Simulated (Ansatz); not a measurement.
# Rh: a trigonal deformation path

One table from this session's results is given with a row withheld; the runs are named, their logs left out.

Program: Ansatz 0.2.0. Level of theory: DFT PBE, scalar-relativistic, plane waves, PAW. These are calculated values, not measurements.

### The starting structure

The structure is cubic, space group Fm-3m (No. 225). The conventional cell has a = 3.803 Å, b = 3.803 Å, c = 3.803 Å, α = 90.00°, β = 90.00°, γ = 90.00°. Around Rh (site symmetry m-3m) lie 12 Rh at 2.69 Å.

Coordinates:

```
CELL_PARAMETERS angstrom
0.00000 1.90155 1.90155
1.90155 0.00000 1.90155
1.90155 1.90155 0.00000
ATOMIC_POSITIONS crystal
Rh 0.00000 0.00000 0.00000
```

The cell is taken as given, not relaxed at this level.

### Zero of energy

The reference gives a free energy of -6402.8913 eV, pressure 5.79 GPa, largest force 0.000 eV/Å and gap on the mesh none (metal). It was computed beforehand with the settings of the runs below.

The first run:

At fixed volume and fractional coordinates, lengths along (0.577, 0.577, 0.577) are scaled against those across it; ρ is that ratio over its starting value.

File input.yaml:

```yaml
crystal:
  lattice:
    - [-0.7986009575, 1.597201915, 1.597201915]
    - [1.597201915, -0.7986009575, 1.597201915]
    - [1.597201915, 1.597201915, -0.7986009575]
  atoms:
    - { symbol: Rh, position: [0.0, 0.0, 0.0] }
basis:
  ecutwfc: 420
kpoints:
  mp_grid: { grid: [24, 24, 24] }
hamiltonian:
  xc: pbe
scf:
  occupations: { method: gaussian, width: 0.15 }
output:
  forces: true
  stress: true
  eigenvalues: true
```

Run with:

```sh
ansatz run input.yaml --threads 1 --pin off --max-ram 2560MiB --backend cpu --events-out ev --progress --plain --runs-dir out
```

Among the steps run: At ρ = 0.500; Point ρ = 2.000; At ρ = 0.710; ρ = 1.410; ρ = 0.600; ρ = 0.850; Point ρ = 1.200; Point ρ = 1.700; ρ = 0.930; Point ρ = 1.080.

One of the session's tables, all rows but one given; the rest of the session is left out.

It belongs to the step «The scan collected». The scan, with free energies counted from the undisturbed cell:

| ρ | ΔE (meV/atom) | pressure (GPa) |
| --- | --- | --- |
| 0.500 | 1109.5 | 47.8 |
| 0.600 | 1098.1 | 44.9 |
| 0.710 | 948.8 | 35.7 |
| 0.850 | 286.4 | 14.8 |
| 0.930 | 60.1 | 7.8 |
| 1.000 | 0.0 | 5.8 |
| 1.080 | 67.4 | 8.1 |
| 1.200 | 360.8 | 19.0 |
| 1.410 | ? | ? |
| 1.700 | 2894.9 | 116.9 |
| 2.000 | 5261.9 | 201.2 |

Q: Estimate the row for ρ = 1.410 from the others.

Worked estimate for «ΔE (meV/atom)». A straight line through the neighbours (1.200, 360.8) and (1.700, 2894.9) gives 360.8 + (2894.9 − 360.8) × (1.410 − 1.200) / (1.700 − 1.200) = 1425.1; a parabola fitted to 4 rows on both sides gives 1209.2.

As computed: ΔE (meV/atom): 1195.9; pressure (GPa): 52.0. In «ΔE (meV/atom)» the line misses by +229.2 and the parabola by +13.3.
